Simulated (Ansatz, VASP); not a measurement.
**Two plane-wave programs on Os**

```
Os
1.0
     0.00000    2.77825    2.77825
     2.77825    0.00000    2.77825
     2.77825    2.77825    0.00000
Os
2
Direct
  0.00000 0.00000 0.00000
  0.25000 0.25000 0.25000
```

Alike in both runs: functional PBE; k mesh 10 × 10 × 10; occupations fermi-dirac, width 0.08 eV; no spin polarisation.

Ansatz relaxed the structure, and its values are those at the end. VASP's run is a single point on that final structure, the one shown.

|  | VASP | Ansatz |
| --- | --- | --- |
| version | VASP 6.6.1 | Ansatz 0.2.0 |
| potentials or method | VASP PAW PBE potentials, release 64 (Os) | PAW with Ansatz's default frozen-core files, scalar-relativistic |
| plane-wave cutoff (eV) | 520 | 420 |
| valence electrons in the cell | 16 | 32 |

```csv
,VASP,Ansatz,Ansatz less VASP
pressure (GPa),-1.1,0.0,+1.13
```

With one functional, cell and mesh, what is left measures potentials, basis and numerics. The two sets of potentials don't hold the same shells in valence.

Spin-orbit coupling is left out, which matters for the levels of Os.
